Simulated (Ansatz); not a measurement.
GaSb:

```
CELL_PARAMETERS angstrom
0.00000 3.05900 3.05900
3.05900 0.00000 3.05900
3.05900 3.05900 0.00000
ATOMIC_POSITIONS crystal
Sb 0.75000 0.75000 0.75000
Ga 0.00000 0.00000 0.00000
```

| Item | Value |
| --- | --- |
| Program | Ansatz 0.2.0 |
| Task | relaxation of cell and atoms |
| Functional | PBEsol |
| Dispersion | D4 |
| Potentials or basis | Ansatz PAW |
| Cutoff | 420 eV (not typed: the program's choice for these potentials) |
| k mesh | 8 × 8 × 8 |
| Occupations | fermi-dirac, width 0.05 eV |
| Spin | no spin polarisation |

At the start: volume 28.62 Å³/atom.

**Question.** Where does the relaxation end?

**Answer.** It ends after 4 steps and the volume is 27.84 Å³/atom (-2.7 %); space group F-43m (No. 216, to 0.05 Å).

Step by step:
| step | energy change (eV) | largest force (eV/Å) | volume (Å³) |
| --- | --- | --- | --- |
| 1 | 0.0000 | 0.0000 | 57.25 |
| 2 | -0.0071 | 0.0000 | 55.16 |
| 3 | -0.0077 | 0.0000 | 55.68 |
| 4 | -0.0074 | 0.0000 | 55.68 |

Final structure:
```xyz
2
Lattice="0.0000 3.0308 3.0308 3.0308 0.0000 3.0308 3.0308 3.0308 0.0000" Properties=species:S:1:pos:R:3 pbc="T T T"
Sb    4.5462    4.5462    4.5462
Ga    0.0000    0.0000    0.0000
```

Caveat: the plane-wave basis is chosen anew once the cell has moved, so the energies of steps on either side of that aren't comparable; the PAW data sets come from PBE, with cores solved anew for the run's functional, which leaves a small shift of forces and pressure.
